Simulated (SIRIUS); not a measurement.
BN in SIRIUS: convergence with wave cutoff

Input of the first run (wave cutoff 139.3 eV); the others differ in this setting and in those tied to it:

File sirius.json:

```json
{
  "control": {
    "processing_unit": "cpu",
    "verbosity": 2,
    "num_bands_to_print": 10,
    "print_forces": true,
    "print_stress": true
  },
  "parameters": {
    "electronic_structure_method": "pseudopotential",
    "xc_functionals": ["XC_LDA_X", "XC_LDA_C_PW"],
    "gk_cutoff": 3.2,
    "pw_cutoff": 10.0,
    "ngridk": [13, 13, 13],
    "shiftk": [0, 0, 0],
    "smearing": "cold",
    "smearing_width": 0.0018374661,
    "num_bands": 10,
    "num_mag_dims": 0,
    "num_dft_iter": 100,
    "energy_tol": 1e-08,
    "density_tol": 1e-06
  },
  "iterative_solver": {
    "type": "davidson",
    "min_tolerance": 1e-10
  },
  "mixer": {
    "type": "anderson",
    "beta": 0.7,
    "max_history": 8
  },
  "settings": {
    "tol_ne": 1e-10
  },
  "unit_cell": {
    "lattice_vectors": [
      [0.0, 3.426075353673, 3.426075353673],
      [3.426075353673, 0.0, 3.426075353673],
      [3.426075353673, 3.426075353673, 0.0]
    ],
    "atom_coordinate_units": "lattice",
    "atom_types": ["N", "B"],
    "atom_files": {
      "N": "N.json",
      "B": "B.json"
    },
    "atoms": {
      "N": [
        [0.25, 0.25, 0.25]
      ],
      "B": [
        [0.0, 0.0, 0.0]
      ]
    }
  }
}
```

Potentials or basis: GBRV 1.5 LDA (ultrasoft).

Run with:

```sh
$ upf_to_json n_lda_v1.2.uspp.F.UPF
$ upf_to_json b_lda_v1.4.uspp.F.UPF
$ OMP_NUM_THREADS=1 sirius.scf --input=sirius.json --output=out.json --task=0
```

The cell is a database's computed one.

Hardware: 1 thread of Arm Neoverse V1, on a shared host.

```
wave cutoff  energy less the tightest run (meV/atom)  pressure (GPa)  gap on the mesh (eV)  SCF cycles  CPU time (s)  peak memory (GiB)
   139.3 eV                                  9788.91         -260.55                 2.080          11           3.5               0.09
   200.6 eV                                  4005.26         -209.55                 2.643          11           4.1                0.1
   273.1 eV                                   974.39          -99.80                 4.180          12           4.7               0.11
   356.7 eV                                   203.01          -41.92                 4.374          16           7.2               0.12
   451.4 eV                                    22.59          -17.80                 4.418          18           7.5               0.13
   557.3 eV                                     5.93          -13.47                 4.418          20            13               0.16
     737 eV                                     2.86          -13.77                 4.419          20            15               0.18
   941.8 eV                                     0.00          -13.47                 4.420          20            24               0.22
```

Against the tightest run, the gap on the mesh stays within 0.01 eV from 451.4 eV on. Not settled before the last step: the energy (to 1 meV/atom), the pressure (to 0.1 GPa). The tightest run that finished is the yardstick and may itself not be fully converged.

Caveat, for the tightest run too: an odd mesh through Γ misses points on the zone boundary, where band edges often lie.
